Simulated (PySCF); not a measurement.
**How good is the calculation?**

Mapped SMILES: `[F:1][CH:2]([F:3])[F:4]`; H(Xn) means a hydrogen on atom n.

Theoretical values (PySCF 2.14): J: B3LYP/pcJ-1, GIAO PBE0/pcSseg-1 shieldings, geometry: GFN2-xTB. Non-relativistic, one averaged value for each set of equivalent atoms, isolated molecule, single conformer.

Reference values: measured (gas or nonpolar solvent (not told per row); T. W. Keal, PhD thesis, Durham 2005).
| atoms | quantity | reference | computed |
| --- | --- | --- | --- |
| C2 | δ 13C vs CH4 | 126.7 | 129.9 |

Reference values: measured (gas, 300 K; M. E. Harding, PhD thesis, Mainz 2008 (Harding, Lenhart, Auer, Gauss, JCP 2008, 128, 244111)).
| atoms | quantity | reference | computed |
| --- | --- | --- | --- |
| F1/F3/F4 | σ 19F | 273.7 | 263.2 |

Absolute shieldings are compared as such; zero-point and thermal motion, absent here, lowers them by some tenths of a ppm for H, a few ppm for C and up to about 10 ppm for F.

Computed shifts are σ(ref) − σ with the named reference compound (TMS for H and C) calculated as an isolated molecule at the same level. The measured values may be among those fitted. Scaled to experiment by linear calibration (H and C: mostly CDCl3 data, vs TMS): 13C: δ = 179.97 − 0.974σ (rms 2.1 ppm, 958 shifts, 2.3 ppm with the 13 outliers that the fit left out). Occasional misses reach two or three times the rms, and more in compound classes unlike the fitted ones.

Coupling constants in Hz:
```tsv
coupling	reference	computed	source
1J(C2,H(C2))	235.6	240.8	measured; gas, zero-density limit; Jackowski, Slowinski, Molecules 2023, 28, 1499
1J(C2,F4)	-272.3	-349.3	measured; gas, zero-density limit; Jackowski, Slowinski, Molecules 2023, 28, 1499
2J(F4,H(C2))	79.9	88.0	measured; gas, zero-density limit; Jackowski, Slowinski, Molecules 2023, 28, 1499
1J(C2,H(C2))	239.1	240.8	measured; liquid or solution (compiled); San Fabian, Garcia de la Vega, Suardiaz et al., Magn. Reson. Chem. 2013, 51, 775 (SI)
```

6 of the 15 published NMR values on file for this molecule are compared. The rest: values from further sources, other calculations.

Common functionals overestimate the size of one-bond C–F couplings by tens of Hz; these are unscaled.
